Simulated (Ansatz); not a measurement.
**MoP: how much relativity matters**

What happens to MoP at a fixed cell under these changes: no relativity; spin-orbit coupling on?

Computed with Ansatz 0.2.0 (DFT, at the level named in each step, unless a step's input says otherwise).

## 1. The structure to begin with

Symmetry: P-6m2, No. 187, hexagonal system. Conventional cell: a = 3.223 Å, b = 3.223 Å, c = 3.191 Å, α = 90.00°, β = 90.00°, γ = 120.00°. Mo (site symmetry -6m2) is surrounded by 6 P at 2.45 Å. P (site symmetry -6m2) is surrounded by 6 Mo at 2.45 Å.

Structure file:

```
Mo P
1.0
     3.22300    0.00000    0.00000
    -1.61150    2.79120    0.00000
     0.00000    0.00000    3.19100
Mo P
1 1
Direct
  0.00000 0.00000 0.00000
  0.33333 0.66667 0.50000
```

The cell comes from a crystallographic database entry that wasn't checked; take it as a given geometry, which may be far from equilibrium.

Atoms are numbered in the order of the input: Mo1, P2.

## 2. No relativity, LAPW

Input file input.yaml:

```yaml
crystal:
  lattice:
    - [3.2230000535, 0.0, 0.0]
    - [-1.6115000268, 2.7911999227, 0.0]
    - [0.0, 0.0, 3.191]
  atoms:
    - { symbol: Mo, position: [0.0, 0.0, 0.0] }
    - { symbol: P, position: [0.3333333333, 0.6666666667, 0.5] }
kpoints:
  mp_grid: { grid: [15, 15, 13] }
  band_path:
    path:
      - [0.0, 0.0, 0.0]
      - [0.5, 0.0, 0.0]
      - [0.3333333333, 0.3333333333, 0.0]
      - [0.0, 0.0, 0.0]
      - [0.0, 0.0, 0.5]
      - [0.5, 0.0, 0.5]
      - [0.3333333333, 0.3333333333, 0.5]
      - [0.0, 0.0, 0.5]
      - [0.5, 0.0, 0.5]
    npoints: 5
scf:
  occupations: { method: fermi_dirac, width: 0.08 }
hamiltonian:
  xc: pbe
  pseudopotentials:
    kind: all_electron
    lapw: { basis_error: 0.00025 }
    relativity: none
output:
  forces: true
  stress: true
  eigenvalues: true
```

## 3. Spin-orbit coupling on, LAPW

Changes to input.yaml since step 2:

```diff
@@ -26,6 +26,3 @@
   xc: pbe
-  pseudopotentials:
-    kind: all_electron
-    lapw: { basis_error: 0.00025 }
-    relativity: none
+  pseudopotentials: { kind: all_electron, lapw: { basis_error: 0.00025 } }
 output:
@@ -34 +31,4 @@
   eigenvalues: true
+magnetization:
+  noncollinear: true
+  spin_orbit: true
```

## 4. Spin-orbit coupling on, PAW

Changes to input.yaml since step 3:

```diff
@@ -26,3 +26,3 @@
   xc: pbe
-  pseudopotentials: { kind: all_electron, lapw: { basis_error: 0.00025 } }
+  pseudopotentials: { kind: paw_fr }
 output:
@@ -31,2 +31,3 @@
   eigenvalues: true
+  efg: { contact_densities: true }
 magnetization:
```

(Steps that only read results are left out.)

Q: Predict the outcome of this session. Wanted: pressure, no relativity, LAPW; pressure, spin-orbit coupling on, LAPW.

As calculated:

| quantity | value |
| --- | --- |
| pressure, no relativity, LAPW | 4.94 GPa |
| pressure, spin-orbit coupling on, LAPW | 2.78 GPa |

Going from no relativity to the run with spin-orbit coupling (scalar and spin-orbit effects together) moves the pressure by -2.16 GPa; the heaviest element has Z = 42. With spin-orbit coupling: in pressure, PAW differs from LAPW by -0.02 GPa.
